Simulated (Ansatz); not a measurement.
# HfC: the cost of one run

Method: DFT PBE, scalar-relativistic, plane waves, PAW, in Ansatz 0.2.0.

### 1 Starting point

Symmetry: Cmme, No. 67, orthorhombic system. The conventional cell has a = 7.286 Å, b = 7.286 Å, c = 5.152 Å, α = 90.00°, β = 90.00°, γ = 90.00°. Around Hf (site symmetry 2/m) lie 2 C at 2.23 Å. C (site symmetry mm2) is surrounded by 2 Hf at 2.23 Å.

Coordinates:

```
CELL_PARAMETERS angstrom
3.64321 -3.64321 0.00000
3.64321 3.64321 0.00000
0.00000 0.00000 5.15227
ATOMIC_POSITIONS crystal
Hf 0.50000 0.50000 0.00000
Hf 0.00000 0.00000 0.00000
C 0.75000 0.25000 0.75000
C 0.25000 0.75000 0.25000
```

Recipe of the guess: ordered vacancies on the cation sites of cuprite (Cmme, No. 67). Lengths come from tabulated atomic sizes and are only a guess.

### 2 The guess as it stands, on a coarse mesh

The input, input.yaml:

```yaml
crystal:
  lattice:
    - [3.64320774, -3.64320774, 0.0]
    - [3.64320774, 3.64320774, 0.0]
    - [0.0, 0.0, 5.1522738]
  atoms:
    - { symbol: Hf, position: [0.5, 0.5, 0.0] }
    - { symbol: Hf, position: [0.0, 0.0, 0.0] }
    - { symbol: C, position: [0.75, 0.25, 0.75] }
    - { symbol: C, position: [0.25, 0.75, 0.25] }
basis:
  ecutwfc: 420
kpoints:
  mp_grid: { grid: [4, 4, 4] }
hamiltonian:
  xc: pbe
scf:
  occupations: { method: gaussian, width: 0.1 }
  lower_state_search: "off"
output:
  forces: true
  stress: true
  eigenvalues: true
```

The run is started by

```bash
$ ansatz run input.yaml --threads 1 --pin off --max-ram 2048MiB --backend cpu --events-out ev --progress --plain --runs-dir out
```

What time and memory should one allow on 1 thread of Arm Neoverse V2, shared host?

About 4.7 s, with a peak of 0.39 GiB.
